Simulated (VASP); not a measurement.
# Hf: single point with PBE

The system is Hf.

```
CELL_PARAMETERS angstrom
-1.80500 1.80500 1.80500
1.80500 -1.80500 1.80500
1.80500 1.80500 -1.80500
ATOMIC_POSITIONS crystal
Hf 0.00000 0.00000 0.00000
```

This isn't the form of Hf at room conditions, which is hcp.

```json
{
  "Program": "VASP 6.6.1",
  "Task": "single point",
  "Functional": "PBE",
  "Potentials or basis": "VASP PAW PBE potentials, release 64 (Hf_pv)",
  "Cutoff": "520 eV",
  "k mesh": "10 × 10 × 10",
  "Occupations": "fermi-dirac, width 0.05 eV",
  "Spin": "no spin polarisation",
  "Dipole correction": "no",
  "Further INCAR settings": "ALGO = Normal; EDIFF = 1e-06; NBANDS = 11"
}
```

| Property | Result |
| --- | --- |
| Pressure | -5.2 GPa |
| Band gap on the k mesh | none (metal or under the smearing width) |

Levels at points of the mesh, in eV from the Fermi level:
| k point | band 1 | band 2 | band 3 | band 4 | band 5 | band 6 | band 7 | band 8 | band 9 | band 10 |
| --- | --- | --- | --- | --- | --- | --- | --- | --- | --- | --- |
| (0.00, 0.00, 0.00) | -30.04 | -30.04 | -30.04 | -6.87 | 1.48 | 1.48 | 1.48 | 4.12 | 4.12 | 13.05 |
| (0.50, 0.00, 0.00) | -30.73 | -30.26 | -30.04 | -3.23 | -0.42 | 0.89 | 3.92 | 4.87 | 7.16 | 9.50 |
| (0.50, 0.50, 0.50) | -30.52 | -30.52 | -30.52 | -2.37 | -2.37 | 6.40 | 6.40 | 6.40 | 6.84 | 6.84 |

Wall time 6.9 s on 1 thread of Intel(R) Xeon(R) Platinum 8488C (Sapphire Rapids), on a shared host, peak memory 0.14 GiB.

Spin-orbit coupling is left out, which matters for the levels of Hf.
